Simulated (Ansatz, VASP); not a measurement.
Two plane-wave programs on GaP

The input POSCAR:

```
GaP
1.0
    0.0000000000      2.5585352627      2.5585352627
    2.5585352627      0.0000000000      2.5585352627
    2.5585352627      2.5585352627      0.0000000000
Ga P
1 1
Direct
    0.0000000000      0.0000000000      0.0000000000
    0.5000000000      0.5000000000      0.5000000000
```

INCAR.step1

```
SYSTEM = GaP
PREC     = Accurate       ! precision mode
ENCUT    = 520            ! plane-wave cutoff, eV
EDIFF    = 1E-5           ! SCF threshold, eV
ISMEAR   = -1             ! smearing method
SIGMA    = 0.02           ! smearing width, eV
LREAL    = .FALSE.        ! projectors in reciprocal space
LASPH    = .TRUE.         ! aspherical terms in the spheres
NELM     = 100            ! most SCF steps
ALGO     = Normal         ! electronic algorithm
ISIF     = 2              ! what is computed and relaxed
LWAVE    = .TRUE.         ! write WAVECAR
LCHARG   = .FALSE.        ! write CHGCAR
GGA      = PE             ! functional
NBANDS   = 16             ! bands
```

INCAR.step2

```
SYSTEM = GaP
PREC     = Accurate       ! precision mode
ENCUT    = 520            ! plane-wave cutoff, eV
EDIFF    = 1E-7           ! SCF threshold, eV
ISMEAR   = -1             ! smearing method
SIGMA    = 0.02           ! smearing width, eV
LREAL    = .FALSE.        ! projectors in reciprocal space
LASPH    = .TRUE.         ! aspherical terms in the spheres
NELM     = 100            ! most SCF steps
ALGO     = Normal         ! electronic algorithm
ISIF     = 2              ! what is computed and relaxed
LWAVE    = .FALSE.        ! write WAVECAR
LCHARG   = .FALSE.        ! write CHGCAR
GGA      = PE             ! functional
LHFCALC  = .TRUE.         ! exact exchange
HFSCREEN = 0.2079         ! screening, 1/A
PRECFOCK = Normal       
ISTART   = 1            
NBANDS   = 16             ! bands
```

The input KPOINTS:

```
regular mesh
0
G
  4 4 4
  0 0 0
```

Input for Ansatz:

```yaml
crystal:
  lattice:
    - [0.0, 2.5585352627, 2.5585352627]
    - [2.5585352627, 0.0, 2.5585352627]
    - [2.5585352627, 2.5585352627, 0.0]
  atoms:
    - { symbol: Ga, position: [0.0, 0.0, 0.0] }
    - { symbol: P, position: [0.5, 0.5, 0.5] }
kpoints:
  mp_grid: { grid: [4, 4, 4] }
hamiltonian:
  xc: hse06
scf:
  occupations: { method: fermi_dirac, width: 0.02 }
  n_extra_bands: 4
output:
  forces: true
  stress: true
  eigenvalues: true
```

The cell was built by a generator and needn't be a form met in nature.

Alike in both runs: task single point; functional HSE06; k mesh 4 × 4 × 4; occupations fermi-dirac, width 0.02 eV; no spin polarisation.

|  | VASP | Ansatz |
| --- | --- | --- |
| version | VASP 6.6.1 | Ansatz 0.2.0 |
| potentials or method | VASP PAW PBE potentials, release 64 (Ga_d, P) | plane waves, PAW |
| plane-wave cutoff (eV) | 520 | 420 |
| valence electrons in the cell | 18 | 18 |

|  | VASP | Ansatz | Ansatz less VASP |
| --- | --- | --- | --- |
| pressure (GPa) | 0.5 | 0.5 | +0.04 |

Ansatz warned: «filled_band_counts_differ_across_k_points».

Caveats: the k mesh is coarse (spacing up to 0.53 Å⁻¹), so the values aren't converged, least of all with exact exchange; the PAW data sets were made with another functional, which shifts forces and pressure a little (VASP).
